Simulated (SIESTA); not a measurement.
A run of SIESTA 5.4.2 is set up as follows.

File run.py:

```python
from ase.io import read
from ase.calculators.siesta import Siesta
from ase.units import Ry, GPa

atoms = read("Tb.cif")

fdf = {
    'SCFMustConverge': False,
    'XC.Mix': ['2', 'LDA LIBXC-00-LDA_X 1.0 0.0', 'LDA LIBXC-00-LDA_C_VWN 0.0 1.0'],
    'DM.InitSpin': ['  1   6.000'],
    'Spin.Fix': 'true',
    'Spin.Total': '1.00',
    'OccupationFunction': 'FD',
    'ElectronicTemperature': '0.05 eV',
    'MaxSCFIterations': '200',
    'SCF.Mixer.Method': 'Pulay',
    'SCF.Mixer.Weight': '0.1',
    'SCF.Mixer.History': '10',
    'SCF.DM.Tolerance': '5.0e-05',
    'SCF.H.Tolerance': '1.0e-03 eV',
    'WriteForces': 'true',
    'Charge.Mulliken': 'end',
    'BandLinesScale': 'ReciprocalLatticeVectors',
    'BandLines': ['  1    0.500000   0.000000   0.000000  X', ' 11    0.000000   0.000000   0.000000  \\Gamma', ' 10    0.000000   0.500000   0.000000  Y', '  1    0.500000   0.500000   0.000000  L', ' 12    0.000000   0.000000   0.000000  \\Gamma', ' 11    0.000000   0.000000   0.500000  Z', '  1    0.500000   0.000000   0.500000  N', ' 13    0.000000   0.000000   0.000000  \\Gamma', ' 12    0.000000   0.500000   0.500000  M', '  1    0.500000   0.500000   0.500000  R', ' 11    0.000000   0.000000   0.000000  \\Gamma'],
    'SyntheticAtoms': ['1', '6 6 5 5', '2.0 0.0 1.0 0.0'],
}
calc = Siesta(
    label="Tb",
    command="siesta < PREFIX.fdf > PREFIX.out",
    pseudo_path="pseudos",
    pseudo_qualifier="",
    xc=('GGA', 'PBE'),
    basis_set="SZP",
    mesh_cutoff=800 * Ry,
    energy_shift=0.002 * Ry,
    kpts=[9, 9, 9],
    spin="collinear",
    fdf_arguments=fdf,
)
atoms.calc = calc

print(f"energy = {atoms.get_potential_energy():.6f} eV")
free = atoms.get_potential_energy(force_consistent=True)
print(f"free energy = {free:.6f} eV")
print("forces (eV/A):")
print(atoms.get_forces(apply_constraint=False).round(6))
print("stress (GPa, Voigt order, tension positive):", (atoms.get_stress() / GPa).round(4))
```

Tb.cif

```cif
data_Tb
_cell_length_a 3.52948421
_cell_length_b 3.66839541
_cell_length_c 3.50282574
_cell_angle_alpha 59.17855546
_cell_angle_beta 60.33062486
_cell_angle_gamma 60.25723166
_space_group_name_H-M_alt 'P1'
_space_group_name_Hall 'P 1'
_space_group_IT_number 1
loop_
_space_group_symop_operation_xyz
'x,y,z'
loop_
_atom_site_label
_atom_site_type_symbol
_atom_site_symmetry_multiplicity
_atom_site_Wyckoff_symbol
_atom_site_fract_x
_atom_site_fract_y
_atom_site_fract_z
_atom_site_occupancy
Tb1 Tb 1 a -0.0209910000 0.0094350000 0.0096930000 1
```

Potentials or basis: PseudoDojo 0.4 standard NC with 3+ lanthanide files (PBE files), SZP (energy shift 0.002 Ry).

Run with:

```sh
$ python run.py
```

Task: Estimate the pressure.

Result: -2.5 GPa.

Stress tensor (GPa, compression positive):
```
-2.26 -0.10  0.09
-0.10 -3.74  0.39
 0.09  0.39 -1.39
```

Caveat: the magnetic or orbital state may not be the lowest; the moment is held away from its start; short orbitals over semicore shells can move pressures by several GPa; the potentials were made for another functional, which shifts forces and pressure; the basis of atomic orbitals isn't converged, which shifts pressures, moduli and gaps; the total moment is fixed, so each spin has its own Fermi level. The state reached can hang on the start; a lower one may exist.
